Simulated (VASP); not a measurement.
# CdTe (F-43m) in VASP: notebook, part 2 of 4

VASP 6.6.1. The steps go on from the part before.

## Step 3: Single point, PBE

This run uses another cell than the first one, of 31.93 Å³/atom, 1.032 times its volume.

The input, INCAR:

```
PREC     = Accurate       # precision mode
ENCUT    = 500            # plane-wave cutoff, eV
EDIFF    = 1E-6           # SCF threshold, eV
ISMEAR   = 0              # smearing method
SIGMA    = 0.01           # smearing width, eV
LREAL    = False          # projectors in reciprocal space
LASPH    = True           # aspherical terms in the spheres
NELM     = 120            # most SCF steps
ALGO     = Normal         # electronic algorithm
ISIF     = 2              # what is computed and relaxed
LWAVE    = False          # write WAVECAR
LCHARG   = False          # write CHGCAR
GGA      = PE             # functional
NBANDS   = 16             # bands
GGA_COMPAT= False
```

The input, KPOINTS:

```
regular mesh
0
Gamma
  5 5 5
```

The input, POSCAR:

```
CdTe
1.0
    0.0000000000      3.1726240491      3.1726240491
    3.1726240491      0.0000000000      3.1726240491
    3.1726240491      3.1726240491      0.0000000000
Cd Te
1 1
Direct
    0.0000000000      0.0000000000      0.0000000000
    0.2500000000      0.2500000000      0.2500000000
```

Potentials or basis: VASP PAW PBE potentials, release 64 (Cd, Te).

Run with:

```sh
cat potpaw_PBE.64/Cd/POTCAR potpaw_PBE.64/Te/POTCAR > POTCAR
mpirun -np 1 vasp_std > vasp.out
```

OUTCAR:

```text
PREC = Accurate
   ENCUT = 500
   EDIFF = 1E-6
   ISMEAR = 0
   LREAL = False
   LASPH = True
   NELM = 120
   ISIF = 2
   GGA = PE

 ion  position               nearest neighbor table
   1  0.000  0.000  0.000-   2 2.75   2 2.75   2 2.75   2 2.75
   2  0.250  0.250  0.250-   1 2.75   1 2.75   1 2.75   1 2.75

  LATTYP: Found a face centered cubic cell.
 ALAT       =     6.3452480982

  Lattice vectors:

 A1 = (   0.0000000000,   3.1726240491,   3.1726240491)
 A2 = (   3.1726240491,   0.0000000000,   3.1726240491)
 A3 = (   3.1726240491,   3.1726240491,   0.0000000000)

Analysis of symmetry for initial positions (statically):
=====================================================================
 Subroutine PRICEL returns:
 Original cell was already a primitive cell.

 Routine SETGRP: Setting up the symmetry group for a
 face centered cubic supercell.

 Subroutine GETGRP returns: Found 24 space group operations
 (whereof 24 operations were pure point group operations)
 out of a pool of 48 trial point group operations.

The static configuration has the point symmetry T_d .

Analysis of symmetry for dynamics (positions and initial velocities):
=====================================================================
 Subroutine PRICEL returns:
 Original cell was already a primitive cell.

 Routine SETGRP: Setting up the symmetry group for a
 face centered cubic supercell.

 Subroutine GETGRP returns: Found 24 space group operations
 (whereof 24 operations were pure point group operations)
 out of a pool of 48 trial point group operations.

The dynamic configuration has the point symmetry T_d .

 Subroutine INISYM returns: Found 24 space group operations
 (whereof 24 operations are pure point group operations),
 and found     1 'primitive' translations

----------------------------------------------------------------------------------------
[... 95 lines left out ...]
   IALGO  =     38    algorithm
   IMIX   =      4    mixing-type and parameters
     AMIX     =   0.40;   BMIX     =  1.00
     AMIX_MAG =   1.60;   BMIX_MAG =  1.00
  volume/ion in A,a.u.               =      31.93       215.50
  Fermi-wavevector in a.u.,A,eV,Ry     =   1.073339  2.028317 15.674692  1.152057
  Thomas-Fermi vector in A             =   2.209136
   LORBIT       =      0    0 simple, 1 ext, 2 COOP (PROOUT), +10 PAW based schemes
   GGA     = PE    functional components
   LHFCALC =     F    Hartree Fock is set to
   AEXX    =    0.0000 exact exchange contribution
   IVDW    =     0    specifies the selected vdW correction
   LEPSILON=     F    determine dielectric tensor
   LRPA    =     F    only Hartree local field effects (RPA)
 non-spin polarized calculation
 Gauss-broadening in eV      SIGMA  =   0.01
  energy-cutoff  :      500.00
  volume of cell :       63.87
 maximum number of plane-waves:      1639
 NGX is ok and might be reduce to    36
   NGX = 17   NGY = 17   NGZ = 17

 number of electron      18.0000003 magnetization

 Free energy of the ion-electron system (eV)
  ---------------------------------------------------
  ext. energy  EPLUGINS =         0.00000000
  ---------------------------------------------------
  free energy    TOTEN  =        -4.64207474 eV

  energy without entropy =       -4.64207474  energy(sigma->0) =       -4.64207474

 E-fermi :   3.0668     XC(G=0):  -8.8652

 val. band max:        2.9594815203   @ k =   0.0000   0.0000   0.0000
 cond. band min:       3.9239979469   @ k =   0.0000   0.0000   0.0000
 fundamental gap:      0.9645164266
 Fermi energy:         3.0667674881

 k-point     1 :       0.0000    0.0000    0.0000
  band No.  band energies     occupation
      1      -8.5986      2.00000
      2      -5.5794      2.00000
      3      -5.5794      2.00000
      4      -5.5794      2.00000
      5      -5.2696      2.00000
      6      -5.2696      2.00000
[... 167 lines left out ...]
      3      -5.4387      2.00000
      4      -5.3148      2.00000
      5      -5.2612      2.00000
      6      -4.7095      2.00000
[... 8 lines left out ...]
     15      13.2358      0.00000
     16      15.2587      0.00000

------------------------ aborting loop because EDIFF is reached ----------------------------------------

  FORCE on cell =-STRESS in cart. coord.  units (eV):
  Direction    XX          YY          ZZ          XY          YZ          ZX
  --------------------------------------------------------------------------------------
  -------------------------------------------------------------------------------------
  Total        2.4955237      2.4955237      2.4955237     -0.0000000      0.0000000      0.0000000
  in kB       62.6017456     62.6017456     62.6017456     -0.0000000      0.0000000      0.0000000
  external PRESSURE =      62.6017456 kB  Pullay stress =       0.0000000 kB

 VOLUME and BASIS-vectors are now :
 -----------------------------------------------------------------------------
  energy-cutoff  :      500.00
  volume of cell :       63.87
      direct lattice vectors                 reciprocal lattice vectors
     0.000000000  3.172624049  3.172624049    -0.157598251  0.157598251  0.157598251
     3.172624049  0.000000000  3.172624049     0.157598251 -0.157598251  0.157598251
     3.172624049  3.172624049  0.000000000     0.157598251  0.157598251 -0.157598251

 POSITION                                       TOTAL-FORCE (eV/Angst)
 -----------------------------------------------------------------------------------
      0.00000      0.00000      0.00000         0.000000      0.000000      0.000000
      1.58631      1.58631      1.58631        -0.000000     -0.000000     -0.000000
 -----------------------------------------------------------------------------------
    total drift:                                0.000000      0.000000      0.000000

  FREE ENERGIE OF THE ION-ELECTRON SYSTEM (eV)
  ---------------------------------------------------
  free  energy   TOTEN  =        -4.6420747357 eV

  energy  without entropy=       -4.6420747357  energy(sigma->0) =       -4.64207474
```

OSZICAR:

```text
N       E                     dE             d eps       ncg     rms          rms(c)
DAV:   1     0.913316087835E+02    0.91332E+02   -0.86483E+03   336   0.964E+02
DAV:   2    -0.182042170618E+01   -0.93152E+02   -0.88688E+02   400   0.229E+02
DAV:   3    -0.484536367359E+01   -0.30249E+01   -0.30220E+01   400   0.421E+01
DAV:   4    -0.487444177101E+01   -0.29078E-01   -0.29077E-01   472   0.361E+00
DAV:   5    -0.487450126864E+01   -0.59498E-04   -0.59498E-04   400   0.153E-01    0.641E+00
DAV:   6    -0.465778933180E+01    0.21671E+00   -0.37183E-01   376   0.777E+00    0.510E+00
DAV:   7    -0.464081480984E+01    0.16975E-01   -0.12002E-01   368   0.229E+00    0.186E+00
DAV:   8    -0.464167157787E+01   -0.85677E-03   -0.12524E-02   344   0.131E+00    0.520E-01
DAV:   9    -0.464197355789E+01   -0.30198E-03   -0.97683E-04   360   0.345E-01    0.134E-01
DAV:  10    -0.464203935631E+01   -0.65798E-04   -0.12064E-04   392   0.101E-01    0.564E-02
DAV:  11    -0.464207572530E+01   -0.36369E-04   -0.66059E-05   368   0.599E-02    0.276E-02
DAV:  12    -0.464207473568E+01    0.98962E-06   -0.29774E-06   384   0.179E-02
   1 F= -.46420747E+01 E0= -.46420747E+01  d E =-.139021E-53
```

stdout:

```text
POSCAR found type information on POSCAR CdTe
 POSCAR found :  2 types and       2 ions
 scaLAPACK will be used
 LDA part: xc-table for (Slater+PW92), standard interpolation
 POSCAR, INCAR and KPOINTS ok, starting setup
 FFT: planning ... GRIDC
 FFT: planning ... GRID_SOFT
 FFT: planning ... GRID
 WAVECAR not read
 entering main loop
```

Run time: 20 s. Hardware: 1 thread of Intel Xeon 8259CL, shared host; peak memory 0.2 GiB.

Results:

```
Free energy            : -4.6421 eV
Pressure               : 6.3 GPa
Band gap on the k mesh : 0.96 eV, direct
```

Caveat: spin-orbit coupling is left out, which moves the levels of the heavy elements. Expect the measured gap to be larger: semilocal functionals such as PBE lack the derivative discontinuity.

## Step 4: Single point, PBE

This run uses another cell than the first one, of 32.92 Å³/atom, 1.064 times its volume.

The input, INCAR:

```
PREC = Accurate
ENCUT = 500
EDIFF = 1E-6
ISMEAR = 0
SIGMA = 0.01
LREAL = False
LASPH = True
NELM = 120
ALGO = Normal
ISIF = 2
LWAVE = False
LCHARG = False
GGA = PE
NBANDS = 16
GGA_COMPAT = False
```

The input, KPOINTS:

```
Automatic mesh
0
Gamma
  5 5 5
```

The input, POSCAR:

```
CdTe
1.0
    0.0000000000      3.2050000000      3.2050000000
    3.2050000000      0.0000000000      3.2050000000
    3.2050000000      3.2050000000      0.0000000000
Cd Te
1 1
Direct
    0.0000000000      0.0000000000      0.0000000000
    0.2500000000      0.2500000000      0.2500000000
```

Potentials or basis: VASP PAW PBE potentials, release 64 (Cd, Te).

Run with:

```sh
cat potpaw_PBE.64/Cd/POTCAR potpaw_PBE.64/Te/POTCAR > POTCAR
mpirun -np 1 vasp_std > vasp.out
```

OUTCAR:

```text
PREC = Accurate
   ENCUT = 500
   EDIFF = 1E-6
   ISMEAR = 0
   LREAL = False
   LASPH = True
   NELM = 120
   ISIF = 2
   GGA = PE

 ion  position               nearest neighbor table
   1  0.000  0.000  0.000-   2 2.78   2 2.78   2 2.78   2 2.78
   2  0.250  0.250  0.250-   1 2.78   1 2.78   1 2.78   1 2.78

  LATTYP: Found a face centered cubic cell.
 ALAT       =     6.4100000000

  Lattice vectors:

 A1 = (   0.0000000000,   3.2050000000,   3.2050000000)
[... 359 lines left out ...]

------------------------ aborting loop because EDIFF is reached ----------------------------------------

  FORCE on cell =-STRESS in cart. coord.  units (eV):
  Direction    XX          YY          ZZ          XY          YZ          ZX
  --------------------------------------------------------------------------------------
  -------------------------------------------------------------------------------------
  Total        1.8311541      1.8311541      1.8311541      0.0000000      0.0000000      0.0000000
  in kB       44.5575575     44.5575575     44.5575575      0.0000000      0.0000000      0.0000000
  external PRESSURE =      44.5575575 kB  Pullay stress =       0.0000000 kB

 VOLUME and BASIS-vectors are now :
 -----------------------------------------------------------------------------
  energy-cutoff  :      500.00
  volume of cell :       65.84
      direct lattice vectors                 reciprocal lattice vectors
     0.000000000  3.205000000  3.205000000    -0.156006240  0.156006240  0.156006240
     3.205000000  0.000000000  3.205000000     0.156006240 -0.156006240  0.156006240
     3.205000000  3.205000000  0.000000000     0.156006240  0.156006240 -0.156006240

 POSITION                                       TOTAL-FORCE (eV/Angst)
 -----------------------------------------------------------------------------------
      0.00000      0.00000      0.00000         0.000000     -0.000000      0.000000
      1.60250      1.60250      1.60250        -0.000000      0.000000     -0.000000
 -----------------------------------------------------------------------------------
    total drift:                                0.000000      0.000000      0.000000

  FREE ENERGIE OF THE ION-ELECTRON SYSTEM (eV)
  ---------------------------------------------------
  free  energy   TOTEN  =        -4.7078991525 eV

  energy  without entropy=       -4.7078991525  energy(sigma->0) =       -4.70789915
```

stdout:

```text
POSCAR found type information on POSCAR CdTe
 POSCAR found :  2 types and       2 ions
 scaLAPACK will be used
 LDA part: xc-table for (Slater+PW92), standard interpolation
 POSCAR, INCAR and KPOINTS ok, starting setup
 FFT: planning ... GRIDC
 FFT: planning ... GRID_SOFT
 FFT: planning ... GRID
 WAVECAR not read
 entering main loop
```

Run time: 21 s. Hardware: 1 thread of Intel Xeon 8259CL, shared host; peak memory 0.2 GiB.

Results:

```yaml
Free_energy: -4.7079 eV
Pressure: 4.5 GPa
Band_gap_on_the_k_mesh: 0.87 eV, direct
```

Caveat: spin-orbit coupling is left out, which moves the levels of the heavy elements.

(Part 2 of 4 ends here.)
